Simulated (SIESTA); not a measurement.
The system is CuO (Tenorite).

```
Cu O
1.0
     2.34185   -1.71130    0.00000
     2.34185    1.71130    0.00000
    -0.85003    0.00000    5.05787
Cu O
2 2
Direct
  0.50000 0.00000 0.50000
  0.00000 0.50000 0.00000
  0.41840 0.58160 0.75000
  0.58160 0.41840 0.25000
```

Base run:

| Property | Result |
| --- | --- |
| Program | SIESTA 5.4.2 |
| Functional | BLYP |
| Potentials or basis | PseudoDojo 0.4 standard (PBE files) |
| Basis | DZP (energy shift 0.003 Ry; two zetas on semicore shells) |
| Grid cutoff | 800 Ry |
| Energy shift | 0.003 Ry |
| k mesh | 10 × 10 × 5 |
| Occupations | fermi-dirac, width 0.05 eV |
| Spin | no spin polarisation |

Its results: band gap on the k mesh none (metal or under the smearing width); pressure 13.6 GPa; largest force 0.076 eV/Å.

Q: The run is repeated on the same cell with these changes: functional from BLYP to PBE. What comes out?

A: Band gap on the k mesh none (metal or under the smearing width); pressure 7.0 GPa; largest force 0.096 eV/Å.

PBE binds more tightly than BLYP, so the same cell stands under less pressure.

Caveats: short orbitals over semicore shells can move pressures by several GPa; the basis of atomic orbitals isn't converged, which shifts pressures, moduli and gaps; the run has no spin polarisation, though such a crystal can be magnetic; semilocal functionals often make such compounds metallic where correlation or magnetic order opens a gap, which also shifts bond lengths; the potentials were made for another functional, which shifts forces and pressure (some runs).
